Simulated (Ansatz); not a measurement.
What does Ansatz print for the nuclei with this input?

The cell is a Materials Project structure (computed, not necessarily an observed phase), taken as it stands.

```yaml
crystal:
  lattice:
    - [0.0, 2.8314587876, 2.8314587876]
    - [2.8314587876, 0.0, 2.8314587876]
    - [2.8314587876, 2.8314587876, 0.0]
  atoms:
    - { symbol: Be, position: [0.0, 0.0, 0.0] }
    - { symbol: Te, position: [0.25, 0.25, 0.25] }
kpoints:
  mp_grid: { grid: [9, 9, 9] }
scf:
  occupations: { method: fermi_dirac, width: 0.02 }
hamiltonian:
  xc: pbe
  pseudopotentials: { kind: paw }
output:
  forces: true
  stress: true
  populations: true
  efg: { quadrupole_moments_barn: { Be: 0.05288 }, contact_densities: true }
```

```sh
ansatz run input.yaml --threads 1 --pin off --max-ram 2560MiB --backend cpu --events-out ev --progress --plain --runs-dir out
```

Of the output, the block on the nuclei alone is shown; the set-up, the SCF iterations, energies, forces and stress are cut.

```
--- PAW observables at the nuclei: V_zz in 10²¹ V/m², potentials from the cell's mean, atoms counted from 1 ---
  atom   1  Be V_zz =    +0.000000   η = 0.0000   by run symmetry: forbidden   C_q = +0.0000 MHz
            electrostatic potential = -242.137962 V   contact ρ = 238.550549 e/Å³
  atom   2  Te V_zz =    -0.000000   η = 0.0000   by run symmetry: forbidden
            electrostatic potential = -8646.275983 V   contact ρ = 1468698.055273 e/Å³
```

The run took 3.6 s of wall time (3.6 s of CPU time) and 0.36 GiB at its peak, on 1 thread of Arm Neoverse V2 (aarch64; 8 cores open to the job, memory cap 2.5 GiB, no GPU), a shared host with a load of 0.4 a core.
